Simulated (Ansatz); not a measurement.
Set up this calculation in Ansatz 0.2.0, as the native input.

```yaml
Task: single point
Functional: PBE
Potentials_or_basis: all-electron LAPW, scalar-relativistic
Cutoff: 378 eV (chosen from the basis error)
Basis_error_allowed: 0.001 eV/atom
k_mesh: 10 × 10 × 10
Occupations: fermi-dirac, width 0.05 eV
Spin: no spin polarisation
```

Crystal: AlN.

```
Al N
1.0
     0.00000    2.18399    2.18399
     2.18399    0.00000    2.18399
     2.18399    2.18399    0.00000
Al N
1 1
Direct
  0.00000 0.00000 0.00000
  0.25000 0.25000 0.25000
```

Measurements of this composition are mostly on another form, of space group No. 186.

These files were run (other wordings do the same):

input.yaml

```yaml
crystal:
  lattice:
    - [0.0, 2.1839935596, 2.1839935596]
    - [2.1839935596, 0.0, 2.1839935596]
    - [2.1839935596, 2.1839935596, 0.0]
  atoms:
    - { symbol: Al, position: [0.0, 0.0, 0.0] }
    - { symbol: "N", position: [0.25, 0.25, 0.25] }
kpoints:
  mp_grid: { grid: [10, 10, 10] }
scf:
  occupations: { method: fermi_dirac, width: 0.05 }
hamiltonian:
  xc: pbe
  pseudopotentials: { kind: all_electron, lapw: { basis_error: 0.001 } }
output:
  forces: true
  stress: true
  eigenvalues: true
  populations: true
```

Potentials or basis: all-electron LAPW, scalar-relativistic.

Run with:

```console
$ ansatz run input.yaml --threads 1 --pin off --max-ram 3072MiB --backend cpu --events-out ev --progress --plain --runs-dir out
```

It gave:

```yaml
Pressure: 4.8 GPa
Band_gap_on_the_k_mesh: 3.32 eV, indirect (least direct gap 4.19 eV)
Loewdin_charges: Al +1.03; N -0.97 e
```

Wall time 15 s on 1 thread of Intel(R) Xeon(R) Processor @ 2.50GHz (Skylake/Cascade Lake) (shared host), peak memory 0.27 GiB.
